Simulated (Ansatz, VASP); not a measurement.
# Cu: VASP beside Ansatz

```
Cu
1.0
     2.52599    0.00000    0.00000
    -1.26299    2.18757    0.00000
     0.00000    0.00000    4.13526
Cu
2
Direct
  0.33333 0.66667 0.25000
  0.66667 0.33333 0.75000
```

Alike in both runs: task single point; functional RPBE; k mesh 16 × 16 × 8; occupations fermi-dirac, width 0.1 eV; no spin polarisation.

|  | VASP | Ansatz |
| --- | --- | --- |
| version | VASP 6.6.1 | Ansatz 0.2.0 |
| potentials or method | VASP PAW PBE potentials, release 64 (Cu) | plane waves (420 eV) with PAW, scalar-relativistic |
| plane-wave cutoff (eV) | 520 | 420 |
| valence electrons in the cell | 22 | 38 |

```tsv
	VASP	Ansatz	Ansatz less VASP
pressure (GPa)	13.2	12.6	-0.61
largest component of the traceless stress (GPa)	0.10	0.09	-0.012
```

The two sets of potentials don't hold the same shells in valence.

Caveats: the PAW data sets were made with another functional, which shifts forces and pressure a little (VASP).
